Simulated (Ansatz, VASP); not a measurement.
Hf: VASP beside Ansatz

```
CELL_PARAMETERS angstrom
-1.74617 1.74617 1.74617
1.74617 -1.74617 1.74617
1.74617 1.74617 -1.74617
ATOMIC_POSITIONS crystal
Hf 0.00000 0.00000 0.00000
```

Alike in both runs: functional PBEsol; k mesh 8 × 8 × 8; occupations gaussian, width 0.1 eV; no spin polarisation.

Ansatz relaxed the structure, and its values are those at the end. VASP's run is a single point on that final structure, the one shown.

```csv
,VASP,Ansatz
version,VASP 6.6.1,Ansatz 0.2.0
potentials or method,"VASP PAW PBE potentials, release 64 (Hf_pv)","scalar-relativistic, plane waves, PAW"
plane-wave cutoff (eV),520,420
valence electrons in the cell,10,26
```

Ansatz gave:

* gap on the k mesh at the Fermi level (eV): none
* pressure (GPa): 0.0

Q: Estimate VASP's values.

A: gap on the k mesh at the Fermi level (eV): none; pressure (GPa): -0.3.

A gap of «none» marks a metal or a gap that the smearing closes. The two sets of potentials don't hold the same shells in valence.

Caveats: the PAW data sets were made with another functional, which shifts forces and pressure a little (VASP). The runs have no spin-orbit coupling, so splittings on Hf are missing.
